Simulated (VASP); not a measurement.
A run of VASP 6.6.1:

File POSCAR:

```
TlBr
1.0
    3.9613511097      0.0000000000      0.0000000000
    0.0000000000      3.9613511097      0.0000000000
    0.0000000000      0.0000000000      3.9613511097
Tl Br
1 1
Direct
    0.0000000000      0.0000000000      0.0000000000
    0.5000000000      0.5000000000      0.5000000000
```

File INCAR.step1:

```
PREC = Accurate
ENCUT = 520
EDIFF = 1E-5
ISMEAR = 0
SIGMA = 0.01
LREAL = F
LASPH = T
NELM = 100
ALGO = Normal
ISIF = 2
LWAVE = T
LCHARG = F
GGA = PE
NBANDS = 17
```

File INCAR.step2:

```
PREC = Accurate
ENCUT = 520
EDIFF = 1E-6
ISMEAR = 0
SIGMA = 0.01
LREAL = F
LASPH = T
NELM = 100
ALGO = Normal
ISIF = 2
LWAVE = F
LCHARG = F
GGA = PE
LHFCALC = T
HFSCREEN = 0.2079
PRECFOCK = Normal
ISTART = 1
NBANDS = 17
```

Contents of KPOINTS:

```
regular mesh
0
Gamma
  4 4 4
```

Potentials or basis: VASP PAW PBE potentials, release 64 (Tl_d, Br).

Command:

```bash
$ cat potpaw_PBE.64/Tl_d/POTCAR potpaw_PBE.64/Br/POTCAR > POTCAR
$ cp INCAR.step1 INCAR
$ mpirun -np 1 vasp_std > vasp.out
$ cp INCAR.step2 INCAR
$ mpirun -np 1 vasp_std > vasp.out
```

Hardware: 1 thread of Intel(R) Xeon(R) Platinum 8559C (Emerald Rapids), with other jobs on the host.

Problem. Estimate the wall time of this run.

Solution. Wall time 6.3 min on 1 thread of Intel(R) Xeon(R) Platinum 8559C (Emerald Rapids), on a shared host, peak memory 0.27 GiB. Counts: scf iterations 9, k points 10.
